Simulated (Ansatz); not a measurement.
An ordered 8-atom cell of InGa3As4 on the zincblende lattice (P-4m2), relaxed with r2SCAN. Space group P-4m2 (No. 115), tetragonal; a = 4.080 Å, c = 11.588 Å in the conventional setting, 24.11 Å³ an atom. Ga is surrounded by 4 As at 2.46–2.47 Å; As is surrounded by 4 Ga at 2.47 Å; Ga is surrounded by 4 As at 2.47 Å; As is surrounded by 2 Ga at 2.46 Å and 2 In at 2.61 Å; In is surrounded by 4 As at 2.61 Å.

```xyz
8
Lattice="4.0799 0.0000 0.0000 0.0000 4.0799 0.0000 0.0000 0.0000 11.5876" Properties=species:S:1:pos:R:3 pbc="T T T"
Ga    0.0000    0.0000    8.7991
As    0.0000    2.0400   10.1943
Ga    2.0400    2.0400    0.0000
As    2.0400    0.0000    1.3933
Ga    0.0000    0.0000    2.7885
As    0.0000    2.0400    4.1691
In    2.0400    2.0400    5.7938
As    2.0400    0.0000    7.4185
```

3 runs of Ansatz 0.2.0 on this cell differ in the functional (and in the settings that go with it). Levels are in eV from each run's valence top; v1 is the last filled band, c1 the first empty one.

Run A, mean stress +2.5 GPa (compression positive):
```tsv
point	v4	v3	v2	v1	c1	c2
Γ	-1.43	-0.11	0.00	0.00	0.12	1.40
X	-1.30	-1.13	-1.12	-0.65	0.76	0.95
M	-2.66	-2.57	-2.57	-2.47	1.46	1.46
Z	-0.78	-0.78	-0.46	-0.46	1.40	1.41
```

Run B, mean stress +0.5 GPa (compression positive):
```tsv
point	v4	v3	v2	v1	c1	c2
Γ	-1.55	-0.08	0.00	0.00	0.97	2.01
X	-1.40	-1.21	-1.19	-0.72	1.49	1.70
M	-2.88	-2.79	-2.79	-2.69	2.05	2.05
Z	-0.83	-0.83	-0.48	-0.48	2.03	2.06
```

Run C, mean stress 0.0 GPa (compression positive):
```tsv
point	v4	v3	v2	v1	c1	c2
Γ	-1.48	-0.10	0.00	0.00	0.58	1.68
X	-1.35	-1.18	-1.15	-0.67	1.11	1.32
M	-2.76	-2.67	-2.67	-2.56	1.75	1.75
Z	-0.80	-0.80	-0.46	-0.46	1.68	1.69
```

Q: Match the runs to PBE, r2SCAN, HSE06.

A: A is PBE, B is HSE06, C is r2SCAN. In order of the gap: PBE 0.12, r2SCAN 0.58, HSE06 0.97 eV. The stress vanishes for r2SCAN, which relaxed the cell.

No spin polarisation and no zero-point or thermal motion; the cell was built from a prototype and may be hypothetical.

Spin-orbit coupling is left out, which matters wherever the heavy atoms make up the band edges.

The stress of a hybrid is loosely converged in these runs.

The meshes of the hybrids are coarse, so their gaps aren't converged to the digits shown.
